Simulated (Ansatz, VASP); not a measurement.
MgI2 in VASP and in Ansatz

```
Mg I
1.0
     4.20720    0.00000   -0.46279
    -2.10360    3.64354    0.23140
    -0.85929    0.00000    7.81172
Mg I
1 2
Direct
  0.00000 0.00000 0.00000
  0.24722 0.66805 0.78310
  0.75278 0.33195 0.21690
```

Change from the starting cell: engineering shear strain xz -0.2200, normal strain along z +0.0000.

Alike in both runs: functional PBE; k mesh 6 × 6 × 4; occupations gaussian, width 0.05 eV; no spin polarisation.

Ansatz relaxed the structure, and its values are those at the end. VASP's run is a single point on that final structure, the one shown.

|  | VASP | Ansatz |
| --- | --- | --- |
| version | VASP 6.6.1 | Ansatz 0.2.0 |
| potentials or method | VASP PAW PBE potentials, release 64 (Mg, I) | scalar-relativistic, plane waves, PAW |
| plane-wave cutoff (eV) | 520 | 520 |
| valence electrons in the cell | 16 | 44 |

|  | VASP | Ansatz | Ansatz less VASP |
| --- | --- | --- | --- |
| gap on the k mesh at the Fermi level (eV) | 3.50 | 3.52 | +0.016 |
| least direct gap on the mesh (eV) | 3.69 | 3.70 | +0.015 |
| pressure (GPa) | 0.0 | 0.0 | +0.05 |

The two sets of potentials don't hold the same shells in valence. Ansatz warned: «stress_scf_threshold_loose».

Caveats: spin-orbit coupling is left out, which moves the levels of the heavy elements. A k mesh can miss the band edges.
